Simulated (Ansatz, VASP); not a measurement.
## One calculation of PbI2, two programs

File INCAR:

```
SYSTEM = PbI2
PREC = Accurate
ENCUT = 520
EDIFF = 1E-7
ISMEAR = -1
SIGMA = 0.05
LREAL = .FALSE.
LASPH = .TRUE.
NELM = 80
ALGO = Normal
ISIF = 2
LWAVE = .FALSE.
LCHARG = .FALSE.
GGA = PE
NBANDS = 21
```

KPOINTS

```
regular mesh
0
G
  7 7 4
  0 0 0
```

Contents of POSCAR:

```
PbI2
1.0
    4.5851664420      0.0000000000      0.0000000000
   -2.2925832210      3.9708706194      0.0000000000
    0.0000000000      0.0000000000      7.0232066446
Pb I
1 2
Direct
    0.0000000000      0.0000000000      0.0000000000
    0.6666666667      0.3333333333      0.7350000000
    0.3333333333      0.6666666667      0.2650000000
```

File input.yaml:

```yaml
crystal:
  lattice:
    - [4.585166442, 0.0, 0.0]
    - [-2.292583221, 3.9708706194, 0.0]
    - [0.0, 0.0, 7.0232066446]
  atoms:
    - { symbol: Pb, position: [0.0, 0.0, 0.0] }
    - { symbol: I, position: [0.6666666667, 0.3333333333, 0.735] }
    - { symbol: I, position: [0.3333333333, 0.6666666667, 0.265] }
hamiltonian:
  xc: pbe
  pseudopotentials: { kind: paw }
kpoints:
  mp_grid: { grid: [7, 7, 4] }
scf:
  occupations: { method: fermi_dirac, width: 0.05 }
output:
  forces: true
  stress: true
  eigenvalues: true
  write_density: true
  write_potential: true
  elf: true
  volumetric_format: npy
```

Change from the starting cell: volume scaled by 1.02.

Alike in both runs: task single point; functional PBE; k mesh 7 × 7 × 4; occupations fermi-dirac, width 0.05 eV; no spin polarisation.

|  | VASP | Ansatz |
| --- | --- | --- |
| version | VASP 6.6.1 | Ansatz 0.2.0 |
| potentials or method | VASP PAW PBE potentials, release 64 (Pb_d, I) | Ansatz PAW |
| plane-wave cutoff (eV) | 520 | 420 |
| valence electrons in the cell | 28 | 48 |

VASP gave:

- gap on the k mesh at the Fermi level (eV): 2.23
- least direct gap on the mesh (eV): 2.23
- pressure (GPa): 1.2
- rms of the force components (eV/Å): 0.034

Estimate Ansatz's values.

gap on the k mesh at the Fermi level (eV): 2.23; least direct gap on the mesh (eV): 2.23; pressure (GPa): 1.2; rms of the force components (eV/Å): 0.035.

Atom by atom the forces differ by 0.000 eV/Å (rms over components). The two sets of potentials don't hold the same shells in valence.

Caveats: spin-orbit coupling is left out, which as a rule narrows the gap of such compounds by several tenths of an eV; this functional lacks dispersion, which binds the layers, so the pressure and a relaxed spacing across them are unreliable; an odd mesh through Γ misses points on the zone boundary, where band edges often lie (VASP); odd divisions of the mesh miss points on the zone boundary, where band edges often lie, so the gap on the mesh can be too wide (Ansatz).
